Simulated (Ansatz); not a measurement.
## ZnCu

**The experiment.** The Crystallography Open Database holds a cell as deposited of cubic ZnCu (space group Pm-3m), temperature not stated (1963): a = 2.945 Å, 12.77 Å³/atom.

Method: PBE, scalar-relativistic; no spin polarisation; PAW, 420 eV, Γ-centred 12×12×12 mesh, 0.05 eV Gaussian smearing; code Ansatz. The datasets are Ansatz's generated set soft_2.

```cif
data_structure
_symmetry_space_group_name_H-M 'Pm-3m'
_symmetry_Int_Tables_number 221
_cell_length_a 2.9652
_cell_length_b 2.9652
_cell_length_c 2.9652
_cell_angle_alpha 90.000
_cell_angle_beta 90.000
_cell_angle_gamma 90.000
_cell_volume 26.07
loop_
_atom_site_label
_atom_site_type_symbol
_atom_site_symmetry_multiplicity
_atom_site_Wyckoff_symbol
_atom_site_fract_x
_atom_site_fract_y
_atom_site_fract_z
_atom_site_occupancy
Zn1 Zn 1 b 0.50000 0.50000 0.50000 1
Cu1 Cu 1 a 0.00000 0.00000 0.00000 1
```

The chain of runs began from a cell as deposited in COD, expanded in volume.

The cell above was scaled in volume, its shape and atoms being fixed by the lattice's symmetry. Energies are counted from the cell above.

The cell is relaxed to zero pressure at this level.

```json
{"V (Å³/atom)": "12.319", "ΔE (meV/atom)": "15.74", "P from the stress (GPa)": "7.45"}
{"V (Å³/atom)": "12.515", "ΔE (meV/atom)": "8.07", "P from the stress (GPa)": "5.17"}
{"V (Å³/atom)": "12.775", "ΔE (meV/atom)": "1.93", "P from the stress (GPa)": "2.43"}
{"V (Å³/atom)": "13.036", "ΔE (meV/atom)": "0.00", "P from the stress (GPa)": "0.00"}
{"V (Å³/atom)": "13.297", "ΔE (meV/atom)": "1.80", "P from the stress (GPa)": "-2.16"}
{"V (Å³/atom)": "13.557", "ΔE (meV/atom)": "6.91", "P from the stress (GPa)": "-4.07"}
{"V (Å³/atom)": "13.948", "ΔE (meV/atom)": "19.97", "P from the stress (GPa)": "-6.53"}
{"V (Å³/atom)": "14.340", "ΔE (meV/atom)": "38.45", "P from the stress (GPa)": "-8.56"}
```

**Question.** Do the energies and the pressures agree? Compare −ΔE/ΔV between neighbouring points (1 meV/Å³ = 0.1602 GPa) with the mean of their pressures.

**Answer.** 
| interval (Å³/atom) | −ΔE/ΔV (GPa) | mean P (GPa) |
| --- | --- | --- |
| 12.32 to 12.51 | 6.3 | 6.3 |
| 12.51 to 12.78 | 3.8 | 3.8 |
| 12.78 to 13.04 | 1.2 | 1.2 |
| 13.04 to 13.30 | -1.1 | -1.1 |
| 13.30 to 13.56 | -3.1 | -3.1 |
| 13.56 to 13.95 | -5.4 | -5.3 |
| 13.95 to 14.34 | -7.6 | -7.5 |
They differ by 0.05 GPa at most.

**Question.** What do the two routes give for V0, B0 and B0′?

**Answer.** A third-order Birch–Murnaghan fit of the energies: V0 = 13.03 Å³/atom, B0 = 114 GPa, B0′ = 5.1. A polynomial of P in ln V, with B = −dP/d ln V at P = 0: V0 = 13.04 Å³/atom, B0 = 115 GPa, B0′ = 5.0.

B0·V0 = 114.5 GPa × 13.03 Å³ = 9.31 eV/atom sets the scale: near the minimum ΔE ≈ ½ B0 V0 x², with x = V/V0 − 1, and a pressure of 1.1 GPa squeezes the volume by about 1 %. At the ends of the curve: x = −5.5 % predicts 14.0 meV/atom and the run gives 15.7; x = +10.0 % predicts 46.7 meV/atom and the run gives 38.5. The curve is steeper than the parabola on the compressed side and flatter on the expanded side: the bulk modulus rises with pressure.

**Against experiment.** PBE gives 2.965 Å and 13.04 Å³/atom, +2.1 % in volume (+0.7 % in length) from the database's cell. PBE usually overestimates volumes by a few per cent. The static lattice also lacks zero-point motion and thermal expansion, roughly 0.8 to 2.1 % in volume at 300 K (room temperature assumed) by Grüneisen's rule, γ·3k_BT/(B0·V0) with γ of 1 to 2.5, so its own overestimate is larger than the figure. The run is a metal.

The energies and stresses describe one smooth equation of state, so the bulk modulus of about 114 GPa is numerically well founded, though this consistency doesn't test the functional. ZnCu is fairly stiff, as expected for an alloy between soft zinc and stiffer copper. Its cohesion comes largely from delocalised s and p electrons, with some copper d hybridisation, while the zinc d shell is filled and lies deep. Compression raises the kinetic energy of the valence electrons and increases the overlap repulsion between the filled d shells. Expansion weakens both these terms and the metallic attraction, which explains the asymmetry of the curve and the stiffening under pressure.

The CsCl-type order fits the textbook picture of β-brass as a Hume-Rothery electron compound, but a volume scan of one ordered structure can't show why that order is preferred. Nor does resistance to uniform compression establish resistance to shear, and β-brass is known for a soft shear mode linked to its martensitic transformations.
